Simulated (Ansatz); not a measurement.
# Energy over volume and axial ratio for InN (zinc blende)

InN (zinc blende)

```yaml
crystal:
  lattice:
    - [0.00000, 2.49960, 2.49960]
    - [2.49960, 0.00000, 2.49960]
    - [2.49960, 2.49960, 0.00000]
  atoms:
    - { symbol: N, position: [0.75000, 0.75000, 0.75000] }
    - { symbol: In, position: [0.00000, 0.00000, 0.00000] }
```

The relaxed cell is deformed in two ways at once: its volume V is scaled, and at that volume it is stretched along z (the c axis of the conventional cell) so that c/a changes. Fractional atomic positions are held.

Level of theory: r2SCAN (plane waves to 500 eV, PAW, scalar-relativistic; Ansatz, a first-principles code). k mesh 11×11×11 (Γ-centred), Fermi-Dirac smearing 0.05 eV. Energies are smeared free energies. Stress and pressure are positive under compression. With partly filled bands, the response to shear is sensitive to the k mesh, so small differences along c/a are uncertain. At this level the bands of InN touch or barely overlap; measurements give the solid a gap. InN was relaxed with its symmetry unable to fall. ΔE is measured from the relaxed starting cell.

ΔE (eV/atom), with V/V₀ across and (c/a)/(c/a)₀ down:

```tsv
(c/a)/(c/a)₀ \ V/V₀	0.960	0.973	0.987	1.000	1.013	1.027	1.040
0.920	0.021	0.015	0.012	0.011	0.013	0.017	0.023
0.947	0.016	0.010	0.006	0.005	0.007	0.010	0.016
0.973	0.013	0.006	0.002	0.001	0.003	0.006	0.012
1.000	0.012	0.005	0.001	0.000	0.001	0.005	0.010
1.027	0.013	0.006	0.003	0.001	0.003	0.006	0.012
1.053	0.017	0.010	0.007	0.006	0.007	0.011	0.016
1.080	0.023	0.017	0.014	0.013	0.015	0.019	0.025
```

σzz (GPa), with V/V₀ across and (c/a)/(c/a)₀ down:

| (c/a)/(c/a)₀ \ V/V₀ | 0.960 | 0.973 | 0.987 | 1.000 | 1.013 | 1.027 | 1.040 |
|---|---|---|---|---|---|---|---|
| 0.920 | 7.9 | 5.8 | 3.9 | 2.1 | 0.4 | -1.1 | -2.6 |
| 0.947 | 7.6 | 5.4 | 3.5 | 1.6 | -0.1 | -1.7 | -3.2 |
| 0.973 | 7.0 | 4.8 | 2.8 | 0.9 | -0.8 | -2.5 | -4.0 |
| 1.000 | 6.3 | 4.0 | 1.9 | 0.0 | -1.8 | -3.5 | -5.0 |
| 1.027 | 5.2 | 2.9 | 0.8 | -1.2 | -3.0 | -4.7 | -6.2 |
| 1.053 | 3.9 | 1.6 | -0.5 | -2.5 | -4.4 | -6.1 | -7.7 |
| 1.080 | 2.3 | 0.0 | -2.1 | -4.1 | -6.0 | -7.7 | -9.3 |

Read from the data:

| Property | Result |
|---|---|
| Shear modulus C′ = (C11 − C12)/2 (fit, atoms clamped) | 29 GPa |
| Lowest place on the grid | V/V₀ = 1.000, (c/a)/(c/a)₀ = 1.000 (0 meV/atom) |
| Highest place on the grid | V/V₀ = 1.040, (c/a)/(c/a)₀ = 1.080 (25 meV/atom) |

(A scan under strain: stresses follow from slopes of the energy per volume, elastic moduli from its curvatures.)
